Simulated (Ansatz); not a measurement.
# Ga (I-43d)

The calculation used Ansatz 0.2.0, DFT r2SCAN, scalar-relativistic, plane waves, PAW.

Settings: cutoff 500 eV, Γ-centred mesh 8×8×8 on the computed 6-atom cell, Gaussian smearing of 0.10 eV; no spin polarisation.

The structure is relaxed at this level of theory with its symmetry kept. This form isn't the element's structure at ambient conditions.

```cif
data_structure
_symmetry_space_group_name_H-M 'I-43d'
_symmetry_Int_Tables_number 220
_cell_length_a 5.9874
_cell_length_b 5.9874
_cell_length_c 5.9874
_cell_angle_alpha 90.000
_cell_angle_beta 90.000
_cell_angle_gamma 90.000
_cell_volume 214.64
loop_
_atom_site_label
_atom_site_type_symbol
_atom_site_symmetry_multiplicity
_atom_site_Wyckoff_symbol
_atom_site_fract_x
_atom_site_fract_y
_atom_site_fract_z
_atom_site_occupancy
Ga1 Ga 12 a 0.37500 0.00000 0.25000 1
```

```json
{
 "Space group": "I-43d (No. 220)",
 "Volume per atom": "120.7 bohr³",
 "Formation energy from the elements' standard states (uncorrected)": "+0.121 eV/atom",
 "Generalised Kohn–Sham band gap": "none (metal)",
 "Density of states at the Fermi level": "2.17 states/eV per cell",
 "Löwdin character within 0.5 eV of the Fermi level": "Ga 4p 71 %, Ga 4s 26 %",
 "Bulk modulus": "59 GPa",
 "Its pressure derivative": "5.2",
 "Bader charges (e)": "Ga (6 in the cell) 0.00"
}
```

Cost: 6 runs of about 7.1 core-minutes in all, on Arm Neoverse V1 (shared hosts).